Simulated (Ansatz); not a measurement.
## What pressure 75 GPa does to RuO2

Base system: RuO$_{2}$ in the rutile structure (space group P4_2/mnm, No. 136; a = 4.523 Å, c = 3.119 Å).

Now apply this change: cell and atoms relaxed at a pressure of 75 GPa.

Level of theory: PBE/PAW in Ansatz (a first-principles code), no spin-orbit coupling. k-mesh 10×10×15 (Γ-centred); smearing 0.05 eV (Fermi–Dirac).

- Volume per atom = 8.77 Å³ (base 10.64 Å³)
- Lattice parameter a = 4.172 Å (base 4.523 Å)
- c/a ratio = 0.725 (base 0.690)
- Shortest interatomic distance = 1.822 Å (base 1.955 Å)
- Enthalpy H = E + PV relative to the base's energy = +4.47 eV/atom
- Band gap = zero (base zero)

Final structure:

```
RuO2
1.0
    4.17157     0.00000     0.00000
    0.00000     4.17157     0.00000
    0.00000     0.00000     3.02369
Ru O
2 4
Direct
  0.50000   0.50000   0.50000
  0.00000   0.00000   0.00000
  0.80887   0.80887   0.50000
  0.30887   0.69113   0.00000
  0.69113   0.30887   0.00000
  0.19113   0.19113   0.50000
```

Cost of the whole job for the changed cell (relaxation, final SCF and bands): very roughly 3 core-minutes.

Load acts through the strain it causes; cell and atoms are relaxed under it. Whether these cells are dynamically stable was not tested. No other phases were tried under pressure. No Hubbard U is applied, and correlation can decide whether such a compound is a metal. The final runs are not spin-polarised.
